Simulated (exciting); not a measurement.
Wanted: the native input for an exciting (release sodium) run.

- Task: band structure
- Functional: PBE
- Potentials or basis: all-electron LAPW+lo, shipped species files, valence relativity iora*
- rgkmax: 9
- k mesh: 11 × 11 × 11
- Occupations: fermi-dirac, width 0.05 eV
- Spin: no spin polarisation
- outputlevel: low
- gmaxvr (cutoff of density and potential): 14 1/bohr
- lmaxapw (and lmaxmat): 10
- lmaxvr: 8
- nempty: 12
- Valence relativity: iora*
- epsengy: 1e-05 Ha
- epspot: 1e-05 Ha
- maxscl: 60
- Muffin-tin radii: Au 2.3 bohr

Au:

```
Au
1.0
     0.00000    2.03500    2.03500
     2.03500    0.00000    2.03500
     2.03500    2.03500    0.00000
Au
1
Direct
  0.00000 0.00000 0.00000
```

These files were run (other wordings do the same):

input.xml

```xml
<input>
  <title>Au</title>
  <structure speciespath="./" tshift="false">
    <crystal scale="1">
      <basevect>0.000000000000 3.845592663613 3.845592663613</basevect>
      <basevect>3.845592663613 0.000000000000 3.845592663613</basevect>
      <basevect>3.845592663613 3.845592663613 0.000000000000</basevect>
    </crystal>
    <species speciesfile="Au.xml" rmt="2.3">
      <atom coord="0.000000000000 0.000000000000 0.000000000000"/>
    </species>
  </structure>
  <groundstate do="fromscratch" ngridk="11 11 11" rgkmax="9" gmaxvr="14" lmaxapw="10" lmaxmat="10" lmaxvr="8" xctype="GGA_PBE" stype="Fermi Dirac" swidth="0.00183747" nempty="12" ValenceRelativity="iora*" epsengy="1e-05" epspot="1e-05" maxscl="60" outputlevel="low"/>
  <properties>
    <bandstructure>
      <plot1d>
        <path steps="80">
          <point coord="0 0 0" label="G"/>
          <point coord="0.5 0 0.5" label="X"/>
          <point coord="0.5 0.25 0.75" label="W"/>
          <point coord="0.375 0.375 0.75" label="K"/>
          <point coord="0 0 0" label="G"/>
          <point coord="0.5 0.5 0.5" label="L"/>
          <point coord="0.625 0.25 0.625" label="U"/>
          <point coord="0.5 0.25 0.75" label="W"/>
          <point coord="0.5 0.5 0.5" label="L"/>
          <point coord="0.375 0.375 0.75" label="K" breakafter="true"/>
          <point coord="0.625 0.25 0.625" label="U"/>
          <point coord="0.5 0 0.5" label="X"/>
        </path>
      </plot1d>
    </bandstructure>
    <chargedensityplot>
      <plot3d>
        <box grid="15 15 15">
          <origin coord="0 0 0"/>
          <point coord="1 0 0"/>
          <point coord="0 1 0"/>
          <point coord="0 0 1"/>
        </box>
      </plot3d>
    </chargedensityplot>
    <elfplot>
      <plot3d>
        <box grid="15 15 15">
          <origin coord="0 0 0"/>
          <point coord="1 0 0"/>
          <point coord="0 1 0"/>
          <point coord="0 0 1"/>
        </box>
      </plot3d>
    </elfplot>
    <exccplot>
      <plot3d>
        <box grid="15 15 15">
          <origin coord="0 0 0"/>
          <point coord="1 0 0"/>
          <point coord="0 1 0"/>
          <point coord="0 0 1"/>
        </box>
      </plot3d>
    </exccplot>
  </properties>
</input>
```

Potentials or basis: all-electron LAPW+lo, shipped species files, valence relativity iora*.

Launch:

```bash
$ OMP_NUM_THREADS=1 exciting_smp
```

It gave:

| Item | Value |
| --- | --- |
| Band gap on the k mesh | none (metal or under the smearing width) |

Caveat: the log's total energy holds no entropy term; the free energy is that total less TS from the occupations; the basis of Au and Ba changes in steps between geometries, so energy differences can be off by several meV; spin-orbit coupling is left out, which moves the levels of the heavy elements.

Wall time 60 s on 1 thread of Arm Neoverse V2 (shared host), peak memory 0.1 GiB.
